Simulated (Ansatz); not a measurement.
A plane-wave DFT run in Ansatz 0.2.0 (scalar-relativistic PAW potentials unless the input names others): input and command.

```yaml
crystal:
  lattice:
    - [0.0, 3.244671527, 3.244671527]
    - [3.244671527, 0.0, 3.244671527]
    - [3.244671527, 3.244671527, 0.0]
  atoms:
    - { symbol: Cd, position: [0.0, 0.0, 0.0] }
    - { symbol: Te, position: [0.75, 0.75, 0.75] }
  symmetry: { detect: false }
basis:
  ecutwfc: 420
kpoints:
  mp_grid: { grid: [8, 8, 8], shift: [0.5, 0.5, 0.5] }
hamiltonian:
  xc: pbesol
scf:
  occupations: { method: gaussian, width: 0.05 }
  mixing: { algorithm: broyden, beta: 0.05, ndim: 16 }
output:
  forces: true
  eigenvalues: true
  stress: true
```

```bash
ansatz run input.yaml --threads 1 --pin off --max-ram 2560MiB --backend cpu --events-out ev --progress --plain --runs-dir out
```

Abridged log:
```
Basis set: ecut = 420 eV, 1363 PW (Γ), exchange–correlation on 64×64×64 points (8 copies of the dense FFT grid, shifted against one another)
Bands: 22, of which v1, the nominal top of the filled ones, is band 18 counted from 1 (17 counted from 0)
Symmetry: 1 space group operations
k-points: 256 of 512 (time reversal used)
SCF iter   1: F=—  HF=-15086.348414 eV  |F-HF|=—  |Δ(HF+E_count)|=         —  Δρ=3.91e-3  dr2=1.39e-2  ethr=1.77e-3  ⟨swp⟩=6.0  Hψ=26744  notcnv=0
SCF iter   2: F=—  HF=-15086.347610 eV  |F-HF|=—  |Δ(HF+E_count)|=   8.04e-4  Δρ=3.64e-3  dr2=1.19e-2  ethr=3.86e-5  ⟨swp⟩=2.0  Hψ=8769  notcnv=0  κ⁻¹=1.0e0(r=1)
SCF iter   3: F=—  HF=-15086.344262 eV  |F-HF|=—  |Δ(HF+E_count)|=   3.35e-3  Δρ=1.05e-3  dr2=4.43e-4  ethr=3.29e-5  ⟨swp⟩=3.2  Hψ=10440  notcnv=0  κ⁻¹=1.2e-3(r=2)
SCF iter   4: F=—  HF=-15086.344136 eV  |F-HF|=—  |Δ(HF+E_count)|=   1.27e-4  Δρ=8.74e-4  dr2=2.82e-4  ethr=1.23e-6  ⟨swp⟩=2.3  Hψ=8777  notcnv=0  κ⁻¹=7.2e-5(r=3)
SCF iter   5: F=—  HF=-15086.344263 eV  |F-HF|=—  |Δ(HF+E_count)|=   1.27e-4  Δρ=2.84e-4  dr2=3.54e-5  ethr=7.83e-7  ⟨swp⟩=3.0  Hψ=10769  notcnv=0  κ⁻¹=4.3e-6(r=4)
SCF iter   6: F=—  HF=-15086.344308 eV  |F-HF|=—  |Δ(HF+E_count)|=   4.51e-5  Δρ=2.39e-4  dr2=2.52e-5  ethr=9.82e-8  ⟨swp⟩=2.0  Hψ=10240  notcnv=0  κ⁻¹=9.6e-7(r=5)
SCF iter   7: F=—  HF=-15086.344297 eV  |F-HF|=—  |Δ(HF+E_count)|=   1.09e-5  Δρ=4.93e-5  dr2=9.81e-7  ethr=7.00e-8  ⟨swp⟩=2.0  Hψ=9390  notcnv=0  κ⁻¹=7.2e-9(r=6)
SCF iter   8: F=—  HF=-15086.344298 eV  |F-HF|=—  |Δ(HF+E_count)|=   1.27e-6  Δρ=5.71e-5  dr2=2.01e-6  ethr=2.73e-9  ⟨swp⟩=2.0  Hψ=10240  notcnv=0  κ⁻¹=5.3e-9(r=7)
SCF iter   9: F=—  HF=-15086.344297 eV  |F-HF|=—  |Δ(HF+E_count)|=   6.12e-7  Δρ=2.37e-5  dr2=2.19e-7  ethr=2.73e-9  ⟨swp⟩=2.0  Hψ=10240  notcnv=0  κ⁻¹=4.7e-9(r=8)
SCF iter  10: F=—  HF=-15086.344297 eV  |F-HF|=—  |Δ(HF+E_count)|=   7.81e-9  Δρ=2.02e-5  dr2=1.85e-7  ethr=2.78e-10  ⟨swp⟩=4.0  Hψ=18256  notcnv=0  κ⁻¹=1.8e-9(r=9)
SCF iter  11: F=-15086.344297 eV  HF=-15086.344297 eV  |F-HF|=8.08e-10  |Δ(HF+E_count)|=   3.59e-8  Δρ=1.81e-6  dr2=1.50e-9  ethr=2.78e-10  ⟨swp⟩=3.0  Hψ=23497  notcnv=0
SCF 1 converged in 11 iterations: F = -15086.344297 eV  dr2 = 1.50e-9
SCF converged after 11 iterations
Stability not checked: this state was not tested for a lower state beside it, because the mixer in use, unlike msr1, does not test its closes by its own steps (another_mixer; see scf.mixing.algorithm and scf.lower_state_search)
Free energy (F): -15086.344297 eV
Harris-Foulkes:  -15086.344297 eV  (|F-HF|=8.08e-10)
Internal energy: -15086.344297 eV  (E = F + TS)
E sigma→0 (E₀):  -15086.344297 eV
Fermi energy:    7.782603 eV
--- Forces (eV/Å), atoms counted from 1 ---
  atom   1  Cd    -0.00009379    -0.00009358    -0.00009368
  atom   2  Te     0.00009292     0.00009296     0.00009298
--- Stress (GPa, compression-positive) ---
       -0.001866      -0.005085      -0.005085
       -0.005085      -0.001866      -0.005085
       -0.005085      -0.005085      -0.001866
  P = ⅓ Tr σ = -0.0019 GPa (-0.019 kbar)
```

Apart from outputs and empty bands, the input differs from a reference run on usual settings in scf.mixing.algorithm: not typed → "broyden"; scf.mixing.beta: not typed → 0.05; scf.mixing.ndim: not typed → 16; crystal.symmetry: not typed → {"detect": false}; kpoints.mp_grid.shift: not typed → [0.5, 0.5, 0.5]. The reference, at the same geometry, gave pressure 0.00 GPa, largest force 0.000 eV/Å, gap on the mesh 0.65 eV. This run converged in 11 SCF iterations (reference: 7) with an energy at zero smearing 0.57 meV/atom below the reference's, pressure 0.00 GPa, largest force 0.000 eV/Å, gap on the mesh 1.11 eV.

It took 12 s on 1 thread of AMD EPYC 9R45 96-Core Processor (Zen 5), on a shared host, peak memory 0.67 GiB.